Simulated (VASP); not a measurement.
Set up this calculation in VASP 6.6.1, as the native input.

- Task: relaxation of cell and atoms
- Functional: PBEsol
- Potentials or basis: VASP PAW PBE potentials, release 64 (Si, C)
- Cutoff: 600 eV
- k mesh: 10 × 10 × 10
- Occupations: gaussian, width 0.03 eV
- Spin: no spin polarisation
- Further INCAR settings: ALGO = Normal; EDIFF = 1e-06; IBRION = 2; EDIFFG = -0.01; NSW = 90; ISIF = 3

The structure of SiC (Moissanite 3C) lies in POSCAR:

```
SiC
1.0
    0.0000000000      2.1790000000      2.1790000000
    2.1790000000      0.0000000000      2.1790000000
    2.1790000000      2.1790000000      0.0000000000
Si C
1 1
Direct
    0.0000000000      0.0000000000      0.0000000000
    0.2500000000      0.2500000000      0.2500000000
```

The input as run:

INCAR

```
SYSTEM = SiC
PREC     = Accurate       ! precision mode
ENCUT    = 600            ! plane-wave cutoff, eV
EDIFF    = 1E-6           ! SCF threshold, eV
ISMEAR   = 0              ! smearing method
SIGMA    = 0.03           ! smearing width, eV
LREAL    = .False.        ! projectors in reciprocal space
LASPH    = .True.         ! aspherical terms in the spheres
NELM     = 80             ! most SCF steps
ALGO     = Normal         ! electronic algorithm
ISIF     = 3              ! what is computed and relaxed
LWAVE    = .False.        ! write WAVECAR
LCHARG   = .False.        ! write CHGCAR
GGA      = PS             ! functional
IBRION   = 2              ! ionic algorithm
NSW      = 90             ! ionic steps
EDIFFG   = -0.01          ! ionic threshold
```

KPOINTS

```
regular mesh
0
Gamma
  10 10 10
  0 0 0
```

Potentials or basis: VASP PAW PBE potentials, release 64 (Si, C).

Command:

```console
$ cat potpaw_PBE.64/Si/POTCAR potpaw_PBE.64/C/POTCAR > POTCAR
$ mpirun -np 1 vasp_std > vasp.out
```

Results of the run:

```
Pressure after relaxing : 0.0 GPa
Band gap on the k mesh  : 1.23 eV, indirect (least direct gap 4.44 eV)
```

Caveat: the relaxation stopped at its first step, so nothing moved; the PAW data sets were made with another functional, which shifts forces and pressure a little.

Wall time 5.3 s on 1 thread of Intel(R) Xeon(R) 6975P-C (Granite Rapids) (shared host), peak memory 0.14 GiB.
